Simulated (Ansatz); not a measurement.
# SiC: a single-point run

Aim: a sound single-point run of SiC. The structure is shown as the input types it. The cell is built on a prototype (CsCl type) and needn't be the phase found in nature.

Computed with Ansatz 0.2.0 (density functional or hybrid calculation with the settings of its input, plane waves (as first typed), unless a step's input says otherwise).

5 further runs of the same task are left out: 1 for a known fault of the program, 4 that didn't finish.

## 1. The structure to begin with

Symmetry: Pm-3m, No. 221, cubic system. The conventional cell has a = 2.620 Å, b = 2.620 Å, c = 2.620 Å, α = 90.00°, β = 90.00°, γ = 90.00°. Around Si (site symmetry m-3m) lie 8 C at 2.27 Å. C (site symmetry m-3m) has 8 Si at 2.27 Å as nearest neighbours.

Structure file:

```cif
data_structure
_symmetry_space_group_name_H-M 'Pm-3m'
_symmetry_Int_Tables_number 221
_cell_length_a 2.6201
_cell_length_b 2.6201
_cell_length_c 2.6201
_cell_angle_alpha 90.000
_cell_angle_beta 90.000
_cell_angle_gamma 90.000
_cell_volume 17.99
loop_
_atom_site_label
_atom_site_type_symbol
_atom_site_symmetry_multiplicity
_atom_site_Wyckoff_symbol
_atom_site_fract_x
_atom_site_fract_y
_atom_site_fract_z
_atom_site_occupancy
Si1 Si 1 a 0.00000 0.00000 0.00000 1
C1 C 1 b 0.50000 0.50000 0.50000 1
```

## 2. The run

input.yaml

```yaml
crystal:
  lattice:
    - [2.620122866, 0.0, 0.0]
    - [0.0, 2.620122866, 0.0]
    - [0.0, 0.0, 2.620122866]
  atoms:
    - { symbol: Si, position: [0.0, 0.0, 0.0] }
    - { symbol: C, position: [0.5, 0.5, 0.5] }
kpoints:
  mp_grid: { grid: [4, 4, 4] }
hamiltonian:
  xc: hse06
scf:
  occupations: { method: fermi_dirac, width: 0.02 }
  n_extra_bands: 4
  max_iter: 50
output:
  forces: true
  stress: true
  eigenvalues: true
basis:
  ecutwfc: 160
```

On the command line:

```console
$ ansatz run input.yaml --threads 4 --pin off --max-ram 3686MiB --backend cpu --events-out ev --progress --plain --runs-dir out
```

Log (excerpt; [...] marks lines left out):

```text
Warning: basis.ecutwfc = 160 eV is below the records' recommended 420 eV, and the density's cutoff is lower with it unless basis.ecutrho_ratio is high enough to keep the records' density cutoff: compare with a run at a higher cutoff
Warning: output.stress: scf.convergence.dr2_threshold = 1e-7 eV (the SCF's general default) is looser than the 2e-10 eV advised for a printed stress (1e-10 eV for each atom of the cell: 2). What an SCF threshold leaves in a stress goes as its square root, and in the free energy as the [...]
Warning: output.stress: scf.exx.energy_threshold = 1e-6 eV is looser than the 2e-8 eV advised for a stress under a hybrid functional (1e-8 eV for each atom of the cell: 2). Every SCF of the exchange loop can meet its threshold on dr2 while the loop round them stops early: no threshold on [...]
Warning: RAYON_NUM_THREADS=4 ignored (pool sized by the plan → 4); use --threads N
scf.n_extra_bands = 4 over 4 filled bands (N_el = 8.0): the run solves 8 bands
[...]
Pseudopotentials: kind: paw
Pseudopotential: Si, paw, valence charge 4, recommended cutoff 420 eV (normal), Si.paw.azcp
Pseudopotential: C, paw, valence charge 4, recommended cutoff 420 eV (normal), C.paw.azcp
Functional definition: HSE06
[...]
Crystal: 2 atoms, lattice volume = 17.987 Å³
Basis set: ecut = 160 eV, 81 PW (Γ), exchange–correlation on 24×24×24 points (8 copies of the dense FFT grid, shifted against one another)
Bands: 8, of which v1, the nominal top of the filled ones, is band 4 counted from 1 (3 counted from 0)
Symmetry: 48 space group operations
Space group: Pm-3m (ITA 221), of the structure as read, at distance tolerance 2.6e-5 Å
k-points: 10 of 64
[...]
SCF iter   1: F=—  HF=-880.263950 eV  |F-HF|=—  |Δ(HF+E_count)|=         —  Δρ=8.25e-2  dr2=1.14e0  ethr=1.77e-3  ⟨swp⟩=5.1  Hψ=327  notcnv=0
[...]
Frozen-core exchange: fock
[...]
SCF 2 stopped early in 6 iterations: F = -880.109471 eV  dr2 = 1.54e-6
hybrid outer 1: dexx = +2.154e-3 eV, tail = 1.12e-5 eV
[...]
Frozen-core exchange: fock
[...]
SCF iter   4: F=-880.109509 eV  HF=-880.109509 eV  |F-HF|=4.55e-10  |Δ(HF+E_count)|=   5.73e-8  Δρ=2.12e-6  dr2=5.82e-9  ethr=3.99e-11  ⟨swp⟩=4.0  Hψ=185  notcnv=0
[...]
hybrid outer 2: dexx = +1.717e-7 eV, tail = 1.57e-8 eV, Δε = 2.42e-3 eV (about 1.08e-4 eV left of the loop's levels)
hybrid SCF converged: 2 outer / 10 inner (+12 warm-up), last move |dexx| = 1.72e-7 eV, tail = 1.57e-8 eV
Stability not checked: this state was not tested for a lower state beside it, because the functional holds exact exchange (a hybrid, or Hartree-Fock), whose exchange loop this test does not read (fock_operator; see scf.lower_state_search)
Free energy (F): -880.109509 eV
Frozen-core exchange: fock
[...]
E sigma→0 (E₀):  -880.107400 eV
Entropy (-TS):   -0.004218 eV (-2.109 meV/atom)
Fermi energy:    14.037156 eV
[...]
--- Forces (eV/Å), atoms counted from 1 ---
  atom   1  Si    -0.00000000    -0.00000000    -0.00000000
  atom   2  C      0.00000000    -0.00000000     0.00000000
[...]
--- Stress (GPa, compression-positive) ---
        4.770388       0.000000       0.000000
       -0.000000       4.770388       0.000000
       -0.000000       0.000000       4.770388
  P = ⅓ Tr σ = 4.7704 GPa (47.704 kbar)
--- Band table (eV; the first three rows and the last of 10) ---
  k-point 0: bands = ["-7.0635", "12.0377", "12.0377", "12.0377", "14.9663", "18.8230", "18.8230", "28.7978"]
[...]
```

It took 8.3 s on 4 threads, shared host; peak memory 0.35 GiB.

## 3. Checking the result

The run converged and reported no error, with warnings (cutoff below recommended, filled band counts differ across k points, stress exchange threshold loose). Its log warns: «basis.ecutwfc = 160 eV is below the records' recommended 420 eV ...»

Look at the input: basis.ecutwfc is 160. The cutoff lies far under what these potentials need. The potentials' recommended cutoff is 420 eV.

To check: delete basis.ecutwfc (the default then holds).

## 4. A check with that setting changed

Other changes include scf.max_iter.

input.yaml: that of step 2 with these lines changed.

```diff
@@ -15,3 +15,2 @@
   n_extra_bands: 4
-  max_iter: 50
 output:
@@ -20,3 +19 @@
   eigenvalues: true
-basis:
-  ecutwfc: 160
```

On the command line:

```console
$ ansatz run input.yaml --threads 4 --pin off --max-ram 3686MiB --backend cpu --events-out ev --progress --plain --runs-dir out
```

From the output:

```text
[...]
Basis set: ecut = 420 eV, 365 PW (Γ), exchange–correlation on 36×36×36 points (8 copies of the dense FFT grid, shifted against one another)
[...]
k-points: 10 of 64
[...]
SCF iter   1: F=—  HF=-882.840855 eV  |F-HF|=—  |Δ(HF+E_count)|=         —  Δρ=6.01e-3  dr2=7.03e-3  ethr=1.77e-3  ⟨swp⟩=5.2  Hψ=340  notcnv=0
preconditioner: auto → none  [metal: Δε(μ)=0.031 eV  Ē_g=12.550 eV  σ=0.020 eV  W_gap=0.34  n_scr=0 (ndim 8)  ℏωp=24.8 eV  f_vac=0.000  D(μ)=7.70/eV (n_scr^D=202)]
SCF iter   2: F=—  HF=-882.840344 eV  |F-HF|=—  |Δ(HF+E_count)|=   5.11e-4  Δρ=3.48e-3  dr2=2.39e-3  ethr=8.79e-5  ⟨swp⟩=2.3  Hψ=160  notcnv=0
[...]
SCF iter   7: F=—  HF=-882.895416 eV  |F-HF|=—  |Δ(HF+E_count)|=   8.99e-8  Δρ=8.48e-6  dr2=1.83e-8  ethr=1.00e-12  ⟨swp⟩=4.7  Hψ=208  notcnv=0
SCF iter   8: F=-882.895416 eV  HF=-882.895416 eV  |F-HF|=1.49e-11  |Δ(HF+E_count)|=   6.43e-9  Δρ=2.85e-7  dr2=2.28e-10  ethr=1.00e-12  ⟨swp⟩=4.2  Hψ=196  notcnv=0
[...]
Free energy (F): -882.895416 eV
[...]
E sigma→0 (E₀):  -882.893308 eV
[...]
Fermi energy:    13.631443 eV
[...]
  P = ⅓ Tr σ = -4.4026 GPa (-44.026 kbar)
[...]
```

It took 14 s on 4 threads of an x86-64 CPU, shared host; peak memory 0.44 GiB.

```
       run     ending  energy change  pressure (GPa)  gap (eV)  force (eV/Å)  cycles   time
 first try  converged  +1.39 eV/atom             4.8      0.00          0.00      22  8.3 s
second try  converged              0            -4.4      0.00          0.00      19   14 s
```

## 5. Outcome

| quantity | value |
| --- | --- |
| first try | converged, 22 SCF cycles |
| fault in the input | cutoff far too low |
| second try | converged, 19 SCF cycles |
| energy (zero set by the potentials) | -882.8954 eV |
| pressure | -4.40 GPa |
| gap on the mesh | none (metal on this mesh) |
| largest force | 0.000 eV/Å |

**Reading.** Both runs converge, but the first lies +1.39 eV/atom from the second; on mending, the pressure goes from 4.8 to -4.4 GPa. The second, on usual settings, is the one to trust of the two, though its own convergence isn't tested here.
